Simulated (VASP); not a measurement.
# BN (P6_3/mmc) in VASP: dielectric tensor with PBE+D3(BJ)

Aim: the dielectric tensor of BN with PBE+D3(BJ).

Program: VASP 6.6.1. These are calculated values, not measurements. Logs are shortened: lines on timing, memory, paths and dates and some standing lists are left out, and cuts for length are marked.

## Step 1: Starting point

It takes space group P6_3/mmc (No. 194, hexagonal). Conventional cell: a = 2.506 Å, b = 2.506 Å, c = 6.595 Å, α = 90.00°, β = 90.00°, γ = 120.00°. B (site symmetry -6m2) has 3 N at 1.45 Å as nearest neighbours. N (site symmetry -6m2) is surrounded by 3 B at 1.45 Å.

## Step 2: Dielectric tensor, PBE+D3(BJ)

Input file INCAR:

```
SYSTEM = BN
PREC     = Accurate       ! precision mode
ENCUT    = 520            ! plane-wave cutoff, eV
EDIFF    = 1E-8           ! SCF threshold, eV
ISMEAR   = 0              ! smearing method
SIGMA    = 0.01           ! smearing width, eV
LREAL    = .False.        ! projectors in reciprocal space
LASPH    = .True.         ! aspherical terms in the spheres
NELM     = 100            ! most SCF steps
ALGO     = Normal         ! electronic algorithm
ISIF     = 2              ! what is computed and relaxed
LWAVE    = .False.        ! write WAVECAR
LCHARG   = .False.        ! write CHGCAR
GGA      = PE             ! functional
IVDW     = 12             ! dispersion correction
LEPSILON = .True.         ! dielectric tensor by DFPT
```

Input file KPOINTS:

```
Automatic mesh
0
Gamma
  10 10 4
  0 0 0
```

Input file POSCAR:

```
BN
1.0
    2.5060131600      0.0000000000      0.0000000000
   -1.2530065800      2.1702710588      0.0000000000
    0.0000000000      0.0000000000      6.5945985706
B N
2 2
Direct
    0.3333333333      0.6666666667      0.2500000000
    0.6666666667      0.3333333333      0.7500000000
    0.3333333333      0.6666666667      0.7500000000
    0.6666666667      0.3333333333      0.2500000000
```

Potentials or basis: VASP PAW PBE potentials, release 64 (B, N).

Started as:

```bash
> cat potpaw_PBE.64/B/POTCAR potpaw_PBE.64/N/POTCAR > POTCAR
> mpirun -np 1 vasp_std > vasp.out
```

OUTCAR:

```text
SYSTEM = BN
   PREC = Accurate
   ENCUT = 520
   EDIFF = 1E-8
   ISMEAR = 0
   LREAL = .False.
   LASPH = .True.
   NELM = 100
   ISIF = 2
   GGA = PE
   IVDW = 12
   LEPSILON = .True.
 IVDW          = 12

 ion  position               nearest neighbor table
   1  0.333  0.667  0.250-   4 1.45   4 1.45   4 1.45
   2  0.667  0.333  0.750-   3 1.45   3 1.45   3 1.45
   3  0.333  0.667  0.750-   2 1.45   2 1.45   2 1.45
   4  0.667  0.333  0.250-   1 1.45   1 1.45   1 1.45

  LATTYP: Found a hexagonal cell.
 ALAT       =     2.5060131600
 C/A-ratio  =     2.6315099521

  Lattice vectors:

 A1 = (   2.5060131600,   0.0000000000,   0.0000000000)
 A2 = (  -1.2530065800,   2.1702710588,   0.0000000000)
 A3 = (   0.0000000000,   0.0000000000,   6.5945985706)

Analysis of symmetry for initial positions (statically):
=====================================================================
 Subroutine PRICEL returns:
 Original cell was already a primitive cell.

 Routine SETGRP: Setting up the symmetry group for a
 hexagonal supercell.

 Subroutine GETGRP returns: Found 24 space group operations
 (whereof 12 operations were pure point group operations)
 out of a pool of 24 trial point group operations.

The static configuration has the point symmetry D_3d.
 The point group associated with its full space group is D_6h.

Analysis of symmetry for dynamics (positions and initial velocities):
=====================================================================
 Subroutine PRICEL returns:
 Original cell was already a primitive cell.

 Routine SETGRP: Setting up the symmetry group for a
 hexagonal supercell.

 Subroutine GETGRP returns: Found 24 space group operations
 (whereof 12 operations were pure point group operations)
 out of a pool of 24 trial point group operations.

The dynamic configuration has the point symmetry D_3d.
 The point group associated with its full space group is D_6h.

 Subroutine INISYM returns: Found 24 space group operations
 (whereof 12 operations are pure point group operations),
 and found     1 'primitive' translations

----------------------------------------------------------------------------------------

                                     Primitive cell

  volume of cell :      35.8662

  direct lattice vectors                    reciprocal lattice vectors
     2.506013160  0.000000000  0.000000000     0.399040203  0.230385969  0.000000000
    -1.253006580  2.170271059  0.000000000     0.000000000  0.460771937  0.000000000
     0.000000000  0.000000000  6.594598571     0.000000000  0.000000000  0.151639253

  length of vectors
     2.506013160  2.506013160  6.594598571     0.460771937  0.460771937  0.151639253

  position of ions in fractional coordinates (direct lattice)
     0.333333333  0.666666667  0.250000000
     0.666666667  0.333333333  0.750000000
     0.333333333  0.666666667  0.750000000
     0.666666667  0.333333333  0.250000000

  ion indices of the primitive-cell ions
   primitive index   ion index
                 1           1
                 2           2
                 3           3
                 4           4

----------------------------------------------------------------------------------------

 KPOINTS: Automatic mesh

Automatic generation of k-mesh.
 Grid dimensions read from file:
 generate k-points for:   10   10    4

 Generating k-lattice:

  Cartesian coordinates                     Fractional coordinates (reciprocal lattice)
     0.039904020  0.023038597  0.000000000     0.100000000  0.000000000  0.000000000
     0.000000000  0.046077194  0.000000000     0.000000000  0.100000000  0.000000000
     0.000000000  0.000000000  0.037909813     0.000000000  0.000000000  0.250000000

  Length of vectors
     0.046077194  0.046077194  0.037909813

  Shift w.r.t. Gamma in fractional coordinates (k-lattice)
     0.000000000  0.000000000  0.000000000

 Subroutine IBZKPT returns following result:
 ===========================================

 Found     42 irreducible k-points:

 Following reciprocal coordinates:
            Coordinates               Weight
  0.000000  0.000000  0.000000      1.000000
  0.100000 -0.000000  0.000000      6.000000
  0.200000 -0.000000  0.000000      6.000000
  0.300000 -0.000000  0.000000      6.000000
[... 51 lines left out ...]
   NUPDOWN=      -1.0000    fix difference up-down
   EMIN   =  10.00;   EMAX   =-10.00  energy-range for DOS
   EFERMI =   0.00;   METHOD = LEGACY
   ISMEAR =     0;   SIGMA  =   0.01  broadening in eV -4-tet -1-fermi 0-gaus
   EFERMI_NEDOS =   21; number of points for ismear=-14 and -15
   IALGO  =     38    algorithm
   IMIX   =      4    mixing-type and parameters
     AMIX     =   0.40;   BMIX     =  1.00
     AMIX_MAG =   1.60;   BMIX_MAG =  1.00
  volume/ion in A,a.u.               =       8.97        60.51
  Fermi-wavevector in a.u.,A,eV,Ry     =   1.250891  2.363842 21.289433  1.564729
  Thomas-Fermi vector in A             =   2.384864
   LORBIT       =      0    0 simple, 1 ext, 2 COOP (PROOUT), +10 PAW based schemes
   GGA     = PE    functional components
   LHFCALC =     F    Hartree Fock is set to
   AEXX    =    0.0000 exact exchange contribution
   IVDW    =    12    specifies the selected vdW correction
   LEPSILON=     T    determine dielectric tensor
   LRPA    =     F    only Hartree local field effects (RPA)
 non-spin polarized calculation
 Gauss-broadening in eV      SIGMA  =   0.01
  energy-cutoff  :      520.00
  volume of cell :       35.87
 maximum number of plane-waves:       985
 NGX is ok and might be reduce to    20
   NGX =  9   NGY =  9   NGZ = 25

--------------------------------------- Ionic step        1  -------------------------------------------

 number of electron      15.9999997 magnetization

 E-fermi :   2.4277     XC(G=0): -10.1107

 val. band max:        2.3664534119   @ k =   0.3000   0.3000   0.0000
 cond. band min:       6.5811811775   @ k =   0.5000   0.0000   0.0000
 fundamental gap:      4.2147277656
 Fermi energy:         2.4276955496

 k-point     1 :       0.0000    0.0000    0.0000
  band No.  band energies     occupation
      1     -15.4731      2.00000
      2     -15.1626      2.00000
      3      -3.9135      2.00000
      4      -1.7141      2.00000
      5       0.9851      2.00000
      6       0.9851      2.00000
      7       1.0251      2.00000
      8       1.0251      2.00000
      9       7.6236      0.00000
     10      12.7081      0.00000
     11      13.8441      0.00000
     12      13.8443      0.00000
[... 331 lines left out ...]
 k-point    24 :       0.4000    0.1000    0.2500
  band No.  band energies     occupation
      1     -12.3192      2.00000
      2     -12.2415      2.00000
      3      -6.2435      2.00000
      4      -6.1869      2.00000
      5      -2.3117      2.00000
      6      -2.2581      2.00000
      7       0.9061      2.00000
      8       1.7413      2.00000
      9       7.0312      0.00000
     10       7.8896      0.00000
     11      12.6562      0.00000
     12      13.1019      0.00000

 [... further k-points ...]

  FORCE on cell =-STRESS in cart. coord.  units (eV):
  Direction    XX          YY          ZZ          XY          YZ          ZX
  --------------------------------------------------------------------------------------
  -------------------------------------------------------------------------------------
  Total       0.07828     0.07828    -0.01187     0.00000     0.00000     0.00000
  in kB       3.49683     3.49683    -0.53012     0.00000     0.00000     0.00000
  external pressure =        2.15 kB  Pullay stress =        0.00 kB

 VOLUME and BASIS-vectors are now :
 -----------------------------------------------------------------------------
  energy-cutoff  :      520.00
  volume of cell :       35.87
      direct lattice vectors                 reciprocal lattice vectors
     2.506013160  0.000000000  0.000000000     0.399040203  0.230385969  0.000000000
    -1.253006580  2.170271059  0.000000000     0.000000000  0.460771937  0.000000000
     0.000000000  0.000000000  6.594598571     0.000000000  0.000000000  0.151639253

 POSITION                                       TOTAL-FORCE (eV/Angst)
 -----------------------------------------------------------------------------------
     -0.00000      1.44685      1.64865         0.000000      0.000000      0.000000
      1.25301      0.72342      4.94595        -0.000000     -0.000000      0.000000
     -0.00000      1.44685      4.94595        -0.000000      0.000000      0.000000
      1.25301      0.72342      1.64865         0.000000     -0.000000     -0.000000
 -----------------------------------------------------------------------------------
    total drift:                               -0.000000      0.000000      0.000000

  FREE ENERGIE OF THE ION-ELECTRON SYSTEM (eV)
  ---------------------------------------------------
  free  energy   TOTEN  =       -35.7176186650 eV

  energy  without entropy=      -35.7176186650  energy(sigma->0) =      -35.71761866

 HEAD OF MICROSCOPIC STATIC DIELECTRIC TENSOR (INDEPENDENT PARTICLE, excluding Hartree and local field effects)
 ------------------------------------------------------
           4.869083     0.000000     0.000000
          -0.000000     4.869083     0.000000
           0.000000     0.000000     3.043374
 ------------------------------------------------------

 Free energy of the ion-electron system (eV)
  ---------------------------------------------------
  ---------------------------------------------------
  free energy    TOTEN  =        -0.39996082 eV

  energy without entropy =       -0.39996082

------------------------ aborting loop because EDIFF is reached ----------------------------------------

 Edisp (eV)   -0.56844

 E8    (eV) :    -0.1666
[... 7 lines left out ...]
 E8    (eV) :    -0.1666

--------------------------------------- Ionic step        3  -------------------------------------------

 Free energy of the ion-electron system (eV)
  ---------------------------------------------------
  ---------------------------------------------------
  free energy    TOTEN  =        -0.19046190 eV

  energy without entropy =       -0.19046190

------------------------ aborting loop because EDIFF is reached ----------------------------------------

 Edisp (eV)   -0.56844

 E8    (eV) :    -0.1666

 PIEZOELECTRIC TENSOR FIELD DIRECTION 3  (e Angst)
 -----------------------------------------------------------------------------
    -0.00030 -0.00000  0.00000           ( -0.00000  0.00000  0.00000)
     0.00000 -0.00030 -0.00000           (  0.00000 -0.00000 -0.00000)
    -0.00000  0.00000  0.00030           (  0.00000 -0.00000 -0.00001)

 PIEZOELECTRIC TENSOR FIELD DIRECTION 3  (C/m^2)
 -----------------------------------------------------------------------------
    -0.00013 -0.00000  0.00000
     0.00000 -0.00013 -0.00000
    -0.00000  0.00000  0.00013

 MACROSCOPIC STATIC DIELECTRIC TENSOR (including local field effects in DFT)
 ------------------------------------------------------
           4.779190     0.000000     0.000000
           0.000000     4.779190     0.000000
           0.000000    -0.000000     2.725131
 ------------------------------------------------------

 PIEZOELECTRIC TENSOR (including local field effects)  for field in x, y, z        (e  Angst)
          XX          YY          ZZ          XY          YZ          ZX
  --------------------------------------------------------------------------------
  x     0.00000     0.00000     0.00000     0.00000     0.00000     0.00000
  y     0.00000     0.00000     0.00000     0.00000     0.00000     0.00000
  z     0.00000     0.00000     0.00000     0.00000     0.00000     0.00000

 PIEZOELECTRIC TENSOR (including local field effects)  for field in x, y, z        (C/m^2)
          XX          YY          ZZ          XY          YZ          ZX
  --------------------------------------------------------------------------------
  x     0.00000     0.00000     0.00000     0.00000     0.00000     0.00000
  y     0.00000     0.00000     0.00000     0.00000     0.00000     0.00000
  z     0.00000     0.00000     0.00000     0.00000     0.00000     0.00000

 BORN EFFECTIVE CHARGES (including local field effects) (in |e|, cummulative output)
 ---------------------------------------------------------------------------------
 ion    1
    1     2.71359     0.00000     0.00000
    2     0.00000     2.71359     0.00000
    3    -0.00000     0.00000     0.76218
 ion    2
    1     2.71359     0.00000     0.00000
    2     0.00000     2.71359     0.00000
    3    -0.00000    -0.00000     0.76218
 ion    3
    1    -2.71359     0.00000     0.00000
    2     0.00000    -2.71359     0.00000
    3     0.00000    -0.00000    -0.76218
 ion    4
    1    -2.71359     0.00000     0.00000
    2     0.00000    -2.71359     0.00000
    3     0.00000     0.00000    -0.76218
```

It took 1.8 min on 1 thread of AMD EPYC 9R45 (Zen 5), shared host; peak memory 0.21 GiB.

Results:

- Band gap on the k mesh: 4.21 eV, indirect (least direct gap 4.65 eV)
- Electronic dielectric tensor (diagonal): 4.78, 4.78, 2.73
- Born charges (mean of the diagonal): B +2.06; N -2.06 e
- Dispersion energy per atom: -0.142 eV

Levels at points of the mesh, in eV from the valence-band top:
```
           k point  band 6  band 7  band 8  band 9  band 10  band 11
(0.00, 0.00, 0.00)   -1.38   -1.34   -1.34    5.26    10.34    11.48
(0.50, 0.00, 0.00)   -4.12   -1.51   -0.46    4.21     5.62     9.47
(0.00, 0.00, 0.50)   -1.36   -1.36   -1.36    7.66     7.66    11.54
(0.50, 0.00, 0.50)   -4.15   -0.96   -0.96    4.69     4.69     9.85
```

Electronic dielectric tensor:
```
4.78 0.00 0.00
0.00 4.78 0.00
0.00 0.00 2.73
```

Born effective charge tensors (e):
atom 1, B
```
2.71 0.00 0.00
0.00 2.71 0.00
0.00 0.00 0.76
```
atom 2, B
```
2.71 0.00 0.00
0.00 2.71 0.00
0.00 0.00 0.76
```
atom 3, N
```
-2.71  0.00  0.00
 0.00 -2.71  0.00
 0.00  0.00 -0.76
```
atom 4, N
```
-2.71  0.00  0.00
 0.00 -2.71  0.00
 0.00  0.00 -0.76
```

A k mesh can miss the band edges. Expect the measured gap to be larger: semilocal functionals such as PBE lack the derivative discontinuity.
